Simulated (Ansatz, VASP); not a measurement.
# Cross-check of Ga35SiN36 (Si_Ga) between VASP and Ansatz, part 3 of 3

Aim: how closely do two programs agree when they are given the same cell, functional and k mesh? Of the first pair: The structure shown is the start of the Ansatz relaxation below; VASP solves that cell, so the two are compared at the walk's first step.

VASP 6.6.1 and Ansatz 0.2.0.

So far. Step 3 (VASP: single point, r2SCAN, start cell, pair 1): The run ends at a pressure of -1.58 GPa, with forces up to 3.8 eV/Å.

## (6) VASP: single point, r2SCAN, relaxed cell, pair 2

Level of this step: r2SCAN; plane waves and PAW (Ga_d, N, Si) (VASP).

The same cell, functional and mesh now go to VASP, with its own data sets.

INCAR

```
SYSTEM = Ga35SiN36
PREC = Accurate
ENCUT = 580
EDIFF = 1E-06
NELM = 120
ISMEAR = 0
SIGMA = 0.01
LREAL = Auto
ALGO = Normal
METAGGA = R2SCAN
LASPH = .TRUE.
NELECT = 638
NBANDS = 376
LORBIT = 11
LWAVE = .FALSE.
LCHARG = .FALSE.
ISIF = 2
ISYM = 0
GGA_COMPAT = .FALSE.
EFERMI = MIDGAP
LMIXTAU = .TRUE.
NCORE = 2
```

POSCAR

```
Ga35SiN36
1.0
    9.5498176305      0.0000000029      0.0000000000
   -4.7749088178      8.2703846681      0.0000000000
    0.0000000000      0.0000000000     10.3676632300
Ga N Si
35 36 1
Direct
    0.2214586369      0.1101606604      0.2487700406
    0.1112214812      0.2209978471      0.5001148368
    0.2213764875      0.1099512371      0.7502369531
    0.1105106210      0.2224664930      0.9991817605
    0.2238591986      0.4449047767      0.2488208369
    0.1114018101      0.5573911929      0.5001280116
    0.2204868181      0.4431265214      0.7470523976
    0.1105503642      0.5549602916      0.9991890984
    0.2215184541      0.7771651176      0.2487251038
    0.1101015136      0.8885426162      0.4997018528
    0.2214476795      0.7772205164      0.7502647870
    0.1101414523      0.8885394442      0.9993769103
    0.5553690517      0.1105996582      0.2488777087
    0.4413553376      0.2209628473      0.5001451873
    0.5551333941      0.1104493642      0.7500408743
    0.4436565145      0.2224355209      0.9992168173
    0.5538594276      0.4448104168      0.2487858109
    0.5555184686      0.4431043634      0.7471649116
    0.4435000752      0.5552185743      0.9977724720
    0.5537718887      0.7747945591      0.2488468117
    0.4412980109      0.8872418045      0.5001693414
    0.5555437047      0.7781429393      0.7470661749
    0.4437097924      0.8881229035      0.9992031058
    0.8880360240      0.1106238061      0.2488049851
    0.7767290694      0.2219620319      0.5004769422
    0.8881708118      0.1104806503      0.7500192033
    0.7767782058      0.2218827202      0.9994097104
    0.8880432155      0.4433080853      0.2488517696
    0.7776933750      0.5573241944      0.5001582325
    0.8881878222      0.4435257354      0.7500229687
    0.7762521174      0.5550347985      0.9992058367
    0.8884826793      0.7772007202      0.2487456432
    0.7777366168      0.8874966966      0.5001435067
    0.8887101365      0.7772788479      0.7502611190
    0.7761890698      0.8881683811      0.9991949947
    0.2210454215      0.1106407044      0.4373254902
    0.1111078288      0.2228633192      0.1888662607
    0.2213207578      0.1109837552      0.9383180477
    0.1105147616      0.2212697854      0.6873510489
    0.2394461592      0.4534548247      0.4425613881
    0.1110979549      0.5540899743      0.1888821949
    0.2223580732      0.4446066931      0.9350539335
    0.1105427875      0.5550426554      0.6874263323
    0.2211646215      0.7774998171      0.4372737510
    0.1104787506      0.8881446516      0.1877542243
    0.2213530367      0.7772794597      0.9383599843
    0.1105106412      0.8881291748      0.6879383951
    0.5544345475      0.1106700112      0.4379507394
    0.4445054770      0.2228050263      0.1889154999
    0.5542667210      0.1105863354      0.9382956665
    0.4435609904      0.2212641800      0.6874423153
    0.5457336215      0.4528492652      0.4426745827
    0.4438334640      0.5547934752      0.1858292203
    0.5540492900      0.4445908556      0.9351551673
    0.4438409111      0.5548652058      0.6720508528
    0.5452104567      0.7592122196      0.4425654580
    0.4445329860      0.8875110759      0.1888544986
    0.5540645298      0.7763176672      0.9350477946
    0.4436289040      0.8880730044      0.6874364735
    0.8878752062      0.1107684254      0.4379414712
    0.7771231811      0.2215025648      0.1878674968
    0.8880110947      0.1106327582      0.9382770247
    0.7771482308      0.2214897486      0.6883160546
    0.8879402916      0.4441946852      0.4379518440
    0.7758115913      0.5541406620      0.1889323504
    0.8880413404      0.4443681936      0.9382958658
    0.7773142799      0.5550751360      0.6874512558
    0.8879790531      0.7775669597      0.4373230746
    0.7757734830      0.8875505321      0.1888939515
    0.8876568240      0.7773288998      0.9383592032
    0.7773911483      0.8881315896      0.6873700065
    0.4436384117      0.5550527921      0.4993964233
```

KPOINTS

```
Points of the shifted mesh
1
Reciprocal
 0.2500000000  0.2500000000  0.2500000000 1
```

PAW data sets: Ga_d, N and Si (PBE family, release 64).

Launch:

```bash
> mpirun -np 8 vasp_std
```

Numbers of over 12 decimals in the logs are rounded to 6 here.

What it wrote:

```text
[banner, memory and clock lines left out]
running    8 mpi-ranks, on    1 nodes
[...]
[... a notice as in an earlier step ...]

 LDA part: xc-table for (None), standard interpolation
 POSCAR, INCAR and KPOINTS ok, starting setup
[...]
entering main loop
       N       E                     dE             d eps       ncg     rms          rms(c)
DAV:   1     0.127982643008E+05    0.12798E+05   -0.24044E+05   752   0.345E+03
DAV:   2     0.255921243320E+04   -0.10239E+05   -0.97454E+04   752   0.999E+02
DAV:   3    -0.467300116716E+03   -0.30265E+04   -0.28479E+04   896   0.350E+02
DAV:   4    -0.908304802147E+03   -0.44100E+03   -0.42629E+03   832   0.134E+02
DAV:   5    -0.969418356919E+03   -0.61114E+02   -0.60592E+02  1296   0.478E+01BRMIX: very serious problems
 the old and the new charge density differ
 old charge density:   639.00000 new  637.99999
    0.434E+01
DAV:   6    -0.850472621926E+03    0.11895E+03   -0.22649E+02  1232   0.561E+01    0.147E+01
DAV:   7    -0.798824083485E+03    0.51649E+02   -0.50372E+01   872   0.159E+01    0.103E+01
DAV:   8    -0.834500633281E+03   -0.35677E+02   -0.20936E+01   848   0.357E+01    0.453E+00
DAV:   9    -0.795002464918E+03    0.39498E+02   -0.10686E+01   832   0.138E+01    0.412E+00
[...]
DAV:  31    -0.795871478055E+03   -0.12372E-05   -0.18291E-07   448   0.176E-03    0.103E-03
DAV:  32    -0.795871479064E+03   -0.10094E-05   -0.99109E-08   448   0.124E-03    0.320E-04
DAV:  33    -0.795871479499E+03   -0.43499E-06   -0.60282E-08   448   0.994E-04
   1 F= -.79587148E+03 E0= -.79587148E+03  d E =0.000000E+00
```

OUTCAR, selected parts (step 6):

```text
 POSITION                                       TOTAL-FORCE (eV/Angst)
 -----------------------------------------------------------------------------------
      1.58888      0.91107      2.57916        -0.001065      0.001318     -0.002424
      0.00690      1.82774      5.18502        -0.006364      0.016709     -0.011023
      1.58910      0.90934      7.77820         0.000827     -0.000145     -0.001338
     -0.00690      1.83988     10.35918         0.001823      0.002148      0.002943
      0.01343      3.67953      2.57969         0.004063     -0.009287      0.026033
     -1.59763      4.60984      5.18516         0.022106     -0.018487     -0.004853
     -0.01028      3.66483      7.74519         0.005412      0.009649      0.000734
     -1.59415      4.58974     10.35926        -0.000825      0.007424     -0.000609
     -1.59543      6.42745      2.57870        -0.005932     -0.005824      0.003614
     -3.19126      7.34859      5.18074         0.000132      0.000708      0.002940
     -1.59637      6.42791      7.77849        -0.003813     -0.001487     -0.002151
     -3.19086      7.34856     10.36120         0.000603      0.000167      0.003185
      4.77557      0.91470      2.58028        -0.002825      0.006179     -0.008137
      3.15979      1.82745      5.18534         0.003330      0.010443     -0.005406
[...]
-----------------------------------------------------------------------------------
    total drift:                               -0.009427      0.033409     -0.167574

  FREE ENERGIE OF THE ION-ELECTRON SYSTEM (eV)
  ---------------------------------------------------
  free  energy   TOTEN  =      -795.8714794990 eV

  energy  without entropy=     -795.8714794990  energy(sigma->0) =     -795.87147950

[... 1 part as in an earlier step ...]
```

The run ends at a pressure of -2.43 GPa, with forces up to 0.044 eV/Å.

## (7) Side by side

The two programs side by side:

```csv
quantity,Ansatz,VASP,difference
gap on the k mesh (eV),4.127,4.118,+0.009
```

At this near-relaxed geometry the largest component of a force difference is 49 meV/Å. A gap on the mesh is an upper bound, since the band edges may lie between its points. The cell carries a charge of +1 e against a uniform background, so its pressure also hangs on how the neutralising background is counted, and in a defect's cell a gap may be the spacing between its levels.

## (8) Outcome

```json
{
 "r.m.s. force difference (single point, r2SCAN, start cell, pair 1)": "2.0 % of the r.m.s. force",
 "difference in gap on the k mesh (single point, r2SCAN, relaxed cell, pair 2)": "0.0095 eV",
 "r.m.s. force difference (single point, r2SCAN, relaxed cell, pair 2)": "8.6 meV/Å"
}
```

What this shows: The r.m.s. force difference is 8.6 meV/Å (single point, r2SCAN, relaxed cell, pair 2), within the 12 meV/Å picked in this series as the mark of a large difference. Such differences can come from data sets, numerical settings and the points named under the comparisons, not from the functional's error against experiment.

[Lines on the potential files, build, host, timing and source positions are cut from VASP's logs without a mark.]

[Logs are printed without paths, hosts, clocks, repeated set-up lines and the standing remarks that a program may print on its own settings, such as how far it seeks lower states.]

[Hosts, paths, dates, database ids (printed as entryN), source tags and the programs' standing remarks are cut or masked in the printed files.]
